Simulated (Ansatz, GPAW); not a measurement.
# benzoquinonedithiol between two Pd chains: relaxation, then transmission at several levels

Wanted: T(E) of benzoquinonedithiol between two Pd chains at a relaxed geometry in two programs, beside the unrelaxed structure.

Method: Ansatz plane waves; relaxation of the junction with the lead ends held, in the first sound run; inputs show where later runs differ, in GPAW 26.7.0 and Ansatz 0.2.0.

This is a report of a sequence of runs, with most program output left out.

### Step 1. The starting structure

The cell holds 28 atoms: 16 Pd, 2 S, 2 H, 6 C and 2 O. Cell: a = 11.831 Å, b = 9.000 Å, c = 46.887 Å, α = 90.0°, β = 90.0°, γ = 90.0°. Regions: left lead, 8 atoms (8 Pd); channel, 12 atoms (2 S, 2 H, 6 C and 2 O); right lead, 8 atoms (8 Pd). Vacuum lies along a and b. The structure is stacked along c, and the current runs across the ab planes.

### Step 2. Relaxation

Transmission follows bond lengths closely, so the atoms between the held lead ends are relaxed first, from a slightly shaken start that lets symmetry break.

input.yaml reads:

```yaml
crystal:
  lattice:
    - [11.8310036359, 0.0, 0.0]
    - [0.0, 9.0, 0.0]
    - [0.0, 0.0, 46.8873084144]
  atoms:
    - { symbol: Pd, position: [0.5, 0.5, 0.0266596664] }
    - { symbol: Pd, position: [0.5, 0.5, 0.0799789992] }
    - { symbol: Pd, position: [0.5, 0.5, 0.1332983319] }
    - { symbol: Pd, position: [0.5, 0.5, 0.1866176647] }
    - { symbol: Pd, position: [0.5, 0.5, 0.2399369975] }
    - { symbol: Pd, position: [0.5, 0.5, 0.2932563302] }
    - { symbol: Pd, position: [0.4969397791, 0.5004378597, 0.3464278637] }
    - { symbol: Pd, position: [0.4986707427, 0.5009711253, 0.4004890028] }
[... 16 atom lines left out ...]
    - { symbol: Pd, position: [0.5, 0.5, 0.8133823353] }
    - { symbol: Pd, position: [0.5, 0.5, 0.8667016681] }
    - { symbol: Pd, position: [0.5, 0.5, 0.9200210008] }
    - { symbol: Pd, position: [0.5, 0.5, 0.9733403336] }
kpoints:
  mp_grid: { grid: [1, 1, 2] }
hamiltonian:
  xc: pbe
scf:
  occupations: { method: fermi_dirac, width: 0.1 }
relax:
  f_tol: 0.03
  max_steps: 80
  constraints: [{ sites: [0, 1, 2, 3, 4, 5, 22, 23, 24, 25, 26, 27] }]
```

Launch:

```bash
$ ansatz run input.yaml --threads 4 --pin off --max-ram 8192MiB --backend cpu --events-out ev --progress --plain --runs-dir out
```

Wall time 10 min (4 threads of Arm Neoverse N1, shared host); peak memory 5.6 GiB; 39 min of CPU time.

Step by step:

| step | energy less that of the first step (eV) | largest force component (eV/Å) |
| --- | --- | --- |
| 1 | 0.0000 | 6.2316 |
| 2 | -1.0415 | 3.6852 |
| 3 | -1.2972 | 1.5530 |
| 4 | -1.4194 | 0.4177 |
| 5 | -1.4726 | 0.2715 |
| 6 | -1.4830 | 0.1037 |
| 7 | -1.4888 | 0.0234 |
| 8 | -1.4888 | 0.0234 |
| 9 | -1.4900 | 0.0282 |

The atoms that moved most (Å):

| atom | dx | dy | dz | length |
| --- | --- | --- | --- | --- |
| O15 | -0.095 | -0.038 | 0.699 | 0.706 |
| O14 | 0.140 | -0.046 | -0.640 | 0.657 |
| Pd8 | 0.622 | 0.002 | -0.010 | 0.622 |
| H10 | 0.481 | -0.016 | 0.381 | 0.614 |
| H19 | -0.473 | -0.014 | -0.384 | 0.609 |
| S20 | -0.498 | 0.008 | 0.316 | 0.590 |
| S9 | 0.523 | 0.033 | -0.270 | 0.590 |
| Pd21 | -0.579 | -0.012 | -0.033 | 0.580 |

Numbers from this step:

```yaml
free_energy: -115999.2770 eV
smearing_term_ts: 1.791 eV
symmetry_operations: 1
```

The relaxation lowered the energy of the cell by 1.49 eV.

### Step 3. Plane-wave reference (PBE)

Plane waves give the reference curve, free of the bias of atom-centred orbitals.

This step: Ansatz plane waves; Landauer transmission by layers, zero bias (Ansatz 0.2.0).

input.yaml reads:

```yaml
crystal:
  lattice:
    - [11.8310036359, 0.0, 0.0]
    - [0.0, 9.0, 0.0]
    - [0.0, 0.0, 46.8873084144]
  atoms:
    - { symbol: Pd, position: [0.5, 0.5, 0.0266596664] }
    - { symbol: Pd, position: [0.5, 0.5, 0.0799789992] }
    - { symbol: Pd, position: [0.5, 0.5, 0.1332983319] }
    - { symbol: Pd, position: [0.5, 0.5, 0.1866176647] }
    - { symbol: Pd, position: [0.5, 0.5, 0.2399369975] }
    - { symbol: Pd, position: [0.5, 0.5, 0.2932563302] }
    - { symbol: Pd, position: [0.4774287643, 0.4995818269, 0.3473136373] }
    - { symbol: Pd, position: [0.5512706451, 0.5011846186, 0.4002707044] }
[... 16 atom lines left out ...]
    - { symbol: Pd, position: [0.5, 0.5, 0.8133823353] }
    - { symbol: Pd, position: [0.5, 0.5, 0.8667016681] }
    - { symbol: Pd, position: [0.5, 0.5, 0.9200210008] }
    - { symbol: Pd, position: [0.5, 0.5, 0.9733403336] }
kpoints:
  mp_grid: { grid: [1, 1, 2] }
hamiltonian:
  xc: pbe
scf:
  occupations: { method: fermi_dirac, width: 0.1 }
output:
  transmission:
    leads: [[0, 1]]
    e_range: [-2, 2]
    de: 0.025
    kmesh: [1, 1]
    reduced_basis: true
  write_potential: true
  write_density: true
  volumetric_format: npy
  elf: true
```

Run time: 3.2 h. Hardware: 4 threads; peak memory 6.5 GiB.

This step gave:

- lead level: 0 eV from the Fermi level
- transmission at the Fermi level (one spin): 0.3960
- open channels of the lead at the Fermi level (one spin): 4
- step of the potential along the lead: 2.2 meV
- offset of the lead: 0 Å
- filling of the lead less its bulk value, in size: 10.7 meV
- conductance: 0.4518 G₀

One spin. Table of transmission, zone mean by energy, zero at the Fermi level:

| energy (eV) | transmission, zone mean |
| --- | --- |
| -2.000 | 0.00845 |
| -1.900 | 0.286 |
| -1.875 | 0.995 |
| -1.800 | 0.674 |
| -1.750 | 1.02 |
| -1.700 | 0.589 |
| -1.600 | 0.184 |
| -1.500 | 0.172 |
| -1.400 | 0.245 |
| -1.300 | 0.331 |
| -1.200 | 0.325 |
| -1.100 | 0.200 |
| -1.000 | 0.0567 |
| -0.900 | 0.628 |
| -0.800 | 0.0772 |
| -0.700 | 0.703 |
| -0.675 | 0.980 |
| -0.600 | 0.339 |
| -0.500 | 0.0882 |
| -0.400 | 0.388 |
| -0.300 | 1.73 |
| -0.200 | 0.559 |
| -0.100 | 0.449 |
| -0.025 | 0.920 |
| 0.000 | 0.396 |
| 0.100 | 0.0216 |
| 0.200 | 0.00673 |
| 0.300 | 0.00434 |
| 0.400 | 0.00323 |
| 0.500 | 0.00254 |
| 0.600 | 0.00204 |
| 0.700 | 0.00165 |
| 0.800 | 0.00133 |
| 0.900 | 0.00106 |
| 1.000 | 8.3e-4 |
| 1.100 | 6.4e-4 |
| 1.200 | 4.7e-4 |
| 1.300 | 3.3e-4 |
| 1.400 | 2.1e-4 |
| 1.500 | 1.1e-4 |
| 1.600 | 4.2e-5 |
| 1.700 | 3.8e-6 |
| 1.800 | 8.8e-6 |
| 1.900 | 7.1e-5 |
| 2.000 | 2.1e-4 |

One spin. Table of open channels, zone mean by energy, zero at the Fermi level:

| energy (eV) | open channels, zone mean |
| --- | --- |
| -2.000 | 3 |
| -1.800 | 3 |
| -1.600 | 3 |
| -1.400 | 3 |
| -1.200 | 3 |
| -1.000 | 5 |
| -0.800 | 5 |
| -0.600 | 5 |
| -0.400 | 4 |
| -0.200 | 4 |
| 0.000 | 4 |
| 0.200 | 1 |
| 0.400 | 1 |
| 0.600 | 1 |
| 0.800 | 1 |
| 1.000 | 1 |
| 1.200 | 1 |
| 1.400 | 1 |
| 1.600 | 1 |
| 1.800 | 1 |
| 2.000 | 1 |

Crystal 0, spin -, k parallel (0, 0); distinct values, listed up to 1.5 1/Å. Table of Im kz of the slowest decaying states by energy, zero at the Fermi level:

| energy (eV) | decay 1 (Å⁻¹) | decay 2 (Å⁻¹) | decay 3 (Å⁻¹) | decay 4 (Å⁻¹) |
| --- | --- | --- | --- | --- |
| -2.000 | 0.728 | 0.817 | 0.818 | 1.32 |
| -1.800 | 0.679 | 0.726 | 0.727 | 1.30 |
| -1.600 | 0.611 | 0.611 | 0.625 | 1.28 |
| -1.400 | 0.448 | 0.448 | 0.565 | 1.26 |
| -1.200 | 0.0141 | 0.0246 | 0.497 | 1.24 |
| -1.000 | 0.418 | 1.22 | 1.26 | 1.26 |
| -0.800 | 0.320 | 1.20 | 1.24 | 1.24 |
| -0.600 | 0.173 | 1.18 | 1.22 | 1.22 |
| -0.400 | 0.400 | 0.400 | 1.15 | 1.20 |
| -0.200 | 0.555 | 0.555 | 1.13 | 1.18 |
| 0.000 | 0.658 | 0.658 | 1.11 | 1.15 |
| 0.200 | 0.0872 | 0.0872 | 0.101 | 0.736 |
| 0.400 | 0.177 | 0.177 | 0.225 | 0.799 |
| 0.600 | 0.228 | 0.228 | 0.301 | 0.851 |
| 0.800 | 0.263 | 0.263 | 0.361 | 0.895 |
| 1.000 | 0.288 | 0.289 | 0.411 | 0.933 |
| 1.200 | 0.306 | 0.307 | 0.454 | 0.967 |
| 1.400 | 0.319 | 0.320 | 0.492 | 0.953 |
| 1.600 | 0.325 | 0.327 | 0.525 | 0.929 |
| 1.800 | 0.327 | 0.330 | 0.555 | 0.906 |
| 2.000 | 0.324 | 0.327 | 0.581 | 0.884 |

Crystal 0, spin -, k parallel (0, 0). The Re kz of states that move upwards by energy, zero at the Fermi level:

| energy (eV) | channel 1 (Å⁻¹) | channel 2 (Å⁻¹) | channel 3 (Å⁻¹) | channel 4 (Å⁻¹) | channel 5 (Å⁻¹) |
| --- | --- | --- | --- | --- | --- |
| -2.000 | -0.780 | -0.780 | 0.603 | - | - |
| -1.800 | -0.710 | -0.710 | 0.637 | - | - |
| -1.600 | -0.646 | -0.646 | 0.672 | - | - |
| -1.400 | -0.585 | -0.585 | 0.707 | - | - |
| -1.200 | -0.527 | -0.527 | 0.744 | - | - |
| -1.000 | -0.470 | -0.470 | 0.493 | 0.494 | 0.783 |
| -0.800 | -0.413 | -0.413 | 0.757 | 0.757 | 0.826 |
| -0.600 | -0.355 | -0.354 | 0.873 | 1.12 | 1.12 |
| -0.400 | -0.293 | -0.293 | 0.204 | 0.927 | - |
| -0.200 | -0.226 | -0.225 | 0.335 | 0.993 | - |
| 0.000 | -0.141 | -0.140 | 0.425 | 1.08 | - |
| 0.200 | 0.497 | - | - | - | - |
| 0.400 | 0.557 | - | - | - | - |
| 0.600 | 0.609 | - | - | - | - |
| 0.800 | 0.655 | - | - | - | - |
| 1.000 | 0.695 | - | - | - | - |
| 1.200 | 0.732 | - | - | - | - |
| 1.400 | 0.765 | - | - | - | - |
| 1.600 | 0.796 | - | - | - | - |
| 1.800 | 0.825 | - | - | - | - |
| 2.000 | 0.853 | - | - | - | - |

The electrostatic potential energy of an electron (with the applied field's), less the Fermi level, planar mean oscillates, so the rows of the table below give means over windows of 2.49 Å about each position, cut where the curve ends. Its first 14 maxima inside the range that stand out by 2 % of the span (Å: eV): 2.5: 5.11, 5.0: 5.11, 7.5: 5.11, 10.0: 5.11, 12.5: 5.13, 15.1: 5.12, 17.6: 5.12, 19.6: 4.85, 21.2: 5.26, 23.4: 4.54, 25.6: 5.26, 27.3: 4.86, 29.3: 5.12, 31.8: 5.12. Its first 14 minima: 1.3: 3.88, 3.8: 3.87, 6.3: 3.87, 8.8: 3.87, 11.3: 3.88, 13.8: 3.87, 16.3: 3.88, 18.8: 4.02, 20.2: 4.61, 22.7: 3.84, 24.2: 3.84, 26.7: 4.61, 28.1: 4.02, 30.6: 3.88.

The electrostatic potential energy of an electron (with the applied field's), less the Fermi level, planar mean by z; means over each step:

| z (Å) | electrostatic potential energy of an electron (with the applied field's), less the Fermi level, planar mean (eV) |
| --- | --- |
| 1.25 | 4.53 |
| 3.74 | 4.53 |
| 6.23 | 4.53 |
| 8.71 | 4.53 |
| 11.21 | 4.54 |
| 13.70 | 4.54 |
| 16.19 | 4.54 |
| 18.68 | 4.59 |
| 21.17 | 4.69 |
| 23.66 | 4.08 |
| 26.15 | 4.81 |
| 28.64 | 4.62 |
| 31.13 | 4.55 |
| 33.62 | 4.55 |
| 36.10 | 4.54 |
| 38.59 | 4.53 |
| 41.09 | 4.54 |
| 43.58 | 4.53 |
| 46.07 | 4.38 |

The valence density, planar mean oscillates, so the rows of the table below give means over windows of 2.49 Å about each position, cut where the curve ends. Its first 14 maxima inside the range that stand out by 2 % of the span (Å: e/Å³): 1.3: 0.159, 3.8: 0.159, 6.3: 0.160, 8.8: 0.160, 11.3: 0.161, 13.8: 0.160, 16.3: 0.160, 18.8: 0.162, 22.7: 0.121, 24.2: 0.121, 28.1: 0.162, 30.6: 0.160, 33.1: 0.160, 35.6: 0.161. Its first 14 minima: 2.5: 0.0113, 5.0: 0.0113, 7.5: 0.0113, 10.0: 0.0113, 12.5: 0.0114, 15.1: 0.0109, 17.6: 0.0106, 21.1: 0.0292, 23.4: 0.0743, 25.8: 0.0292, 29.3: 0.0106, 31.8: 0.0109, 34.4: 0.0114, 36.9: 0.0113.

Table of valence density, planar mean by z; means over each step:

| z (Å) | valence density, planar mean (e/Å³) |
| --- | --- |
| 1.25 | 0.0678 |
| 3.74 | 0.0678 |
| 6.23 | 0.0678 |
| 8.71 | 0.0678 |
| 11.21 | 0.0678 |
| 13.70 | 0.0678 |
| 16.19 | 0.0677 |
| 18.68 | 0.0727 |
| 21.17 | 0.0473 |
| 23.66 | 0.101 |
| 26.15 | 0.0387 |
| 28.64 | 0.0693 |
| 31.13 | 0.0674 |
| 33.62 | 0.0678 |
| 36.10 | 0.0678 |
| 38.59 | 0.0678 |
| 41.09 | 0.0678 |
| 43.58 | 0.0678 |
| 46.07 | 0.0837 |

ELF in the ca plane at fractional y = 0.498, with atoms of Pd and S and H and C and O within 0.2 Å of it. It is the smooth field of the valence electrons, not physical close to the nuclei.

Values in units of 1e-1, 13 rows by 16 columns, each cell a mean:
```
0.0 0.0 0.0 0.0 0.0 0.0 0.0 0.0 0.0 0.0 0.0 0.0 0.0 0.0 0.0 0.0
0.0 0.0 0.0 0.0 0.0 0.0 0.0 0.0 0.0 0.0 0.0 0.7 1.0 0.4 0.0 0.0
0.1 0.1 0.1 0.1 0.0 0.0 0.1 0.1 0.0 0.2 0.2 3.5 7.0 4.9 0.4 0.3
0.5 0.4 0.5 0.3 0.3 0.2 0.2 0.8 0.3 3.8 6.1 2.9 7.1 7.3 1.9 5.2
1.3 1.2 1.3 0.9 1.0 0.9 0.7 2.9 1.1 4.7 9.4 5.4 5.2 3.0 6.1 8.6
3.3 2.3 4.0 2.1 2.6 2.8 3.0 4.6 2.8 1.5 5.8 5.8 6.4 6.1 5.9 5.3
4.2 3.2 4.4 3.0 4.3 4.2 2.8 4.1 5.7 6.0 5.2 4.2 3.6 6.0 5.0 5.1
2.7 2.1 3.2 1.9 3.6 3.4 1.4 2.6 5.9 5.3 5.9 6.1 6.7 5.9 2.2 2.0
1.1 1.0 1.1 0.8 1.2 1.1 0.3 1.6 8.3 6.3 3.1 6.0 4.2 9.1 6.1 0.7
0.4 0.3 0.4 0.2 0.3 0.3 0.1 0.4 3.5 1.4 6.9 7.5 4.1 3.7 3.5 0.2
0.1 0.1 0.1 0.0 0.1 0.0 0.0 0.0 0.1 0.2 3.1 5.5 3.4 0.1 0.1 0.0
0.0 0.0 0.0 0.0 0.0 0.0 0.0 0.0 0.0 0.0 0.1 0.4 0.4 0.0 0.0 0.0
0.0 0.0 0.0 0.0 0.0 0.0 0.0 0.0 0.0 0.0 0.0 0.0 0.0 0.0 0.0 0.0
```
Columns run along c (16.0 Å, from fractional 0.25 to 0.59 of the cell), rows up along a (11.8 Å). Atoms in or near the plane, at fractional coordinates: Pd at (0.29, 0.50), Pd at (0.35, 0.48), Pd at (0.40, 0.55), S at (0.43, 0.42), H at (0.46, 0.65), C at (0.47, 0.47), C at (0.48, 0.58), C at (0.49, 0.38), O at (0.49, 0.28), O at (0.51, 0.72), C at (0.51, 0.62), C at (0.52, 0.42), C at (0.53, 0.53), H at (0.54, 0.35) and more.

Electrostatic potential energy in the ca plane at fractional y = 0.498, with atoms of Pd and S and H and C and O within 0.2 Å of it. With pseudopotentials it is smooth inside the atoms' cores, unlike the true potential.

Ten even steps from '0' (-58 eV) to '9' (3 eV), each cell a mean:
```
99999999999999999999999999999999999999999999
99999999999999999999999999999999999999999999
99999999999999999999999999999999999999999999
99999999999999999999999999999999999999999999
99999999999999999999999999999999999999999999
99999999999999997558999999999999999999999999
99999999999999994016999999999999999999999999
99999999996589984137999999999999999999999999
88778999985355740048997545899999999999999999
74114799998500340047774233589999987668999888
61001689998611577741154233588899851014887423
73113788886326888840047656764578840003784000
98777743463004888744589998610037874236885100
99998424246345447300589998610027898888998656
99998633368873004412589999864468999999999999
99999877789984126876249999988889999999999999
99999999999961159999889999999999999999999999
99999999999962159999999999999999999999999999
99999999999998899999999999999999999999999999
99999999999999999999999999999999999999999999
99999999999999999999999999999999999999999999
99999999999999999999999999999999999999999999
99999999999999999999999999999999999999999999
99999999999999999999999999999999999999999999
```
Columns run along c (16.0 Å, from fractional 0.38 to 0.72 of the cell; values clipped at the 3rd and 97th percentile), rows up along a (11.8 Å). Atoms in or near the plane, at fractional coordinates: Pd at (0.40, 0.55), S at (0.43, 0.42), H at (0.46, 0.65), C at (0.47, 0.47), C at (0.48, 0.58), C at (0.49, 0.38), O at (0.49, 0.28), O at (0.51, 0.72), C at (0.51, 0.62), C at (0.52, 0.42), C at (0.53, 0.53), H at (0.54, 0.35), S at (0.57, 0.58), Pd at (0.60, 0.45) and more.

Valence density in the ca plane at fractional y = 0.498, with atoms of Pd and S and H and C and O within 0.2 Å of it. It is the smooth field of the valence electrons, not physical close to the nuclei.

Ten steps, logarithmic in the rise over the least value, from '0' (0 e/Å³) to '9' (13 e/Å³), each cell a mean:
```
00000000000000000000000000000000000000000000
00000000000000000000000000000000000000000000
00000000000000000000000000000000000000000000
00000000000000000000000000000000000000000000
00000000000000000000000000000122100000000000
00000000000000000000000000002466420000000000
00000000000000000000000011013688631000000000
00000000000000000000001343223577521122210000
00000000000000234310001455445565322344431000
12221101111112588741001345555555433443442100
47764223454224799962111245554345555543443222
79996336898533689753322456532234555444445665
68985337999632344444444555532235653222248998
35653225787421111244345455554455553101248998
11111012332100000234444323555555554200125665
00000000000000000123432113565433454200001221
00000000000000000001111125786411122100000000
00000000000000000000000025786310000000000000
00000000000000000000000012443200000000000000
00000000000000000000000000110000000000000000
00000000000000000000000000000000000000000000
00000000000000000000000000000000000000000000
00000000000000000000000000000000000000000000
00000000000000000000000000000000000000000000
```
Columns run along c (16.0 Å, from fractional 0.28 to 0.62 of the cell), rows up along a (11.8 Å). Atoms in or near the plane, at fractional coordinates: Pd at (0.29, 0.50), Pd at (0.35, 0.48), Pd at (0.40, 0.55), S at (0.43, 0.42), H at (0.46, 0.65), C at (0.47, 0.47), C at (0.48, 0.58), C at (0.49, 0.38), O at (0.49, 0.28), O at (0.51, 0.72), C at (0.51, 0.62), C at (0.52, 0.42), C at (0.53, 0.53), H at (0.54, 0.35) and more.

The largest of the program's own error estimates on the conductance is 16 %. T at the Fermi level is 0.396 of 4 open channels a spin.

[end of part 1 of 3]

[Logs are printed without paths, hosts, clocks, repeated set-up lines and the standing remarks that a program may print on its own settings, such as how far it seeks lower states.]

[Hosts, paths, dates, database ids (printed as entryN), source tags and the programs' standing remarks are cut or masked in the printed files.]
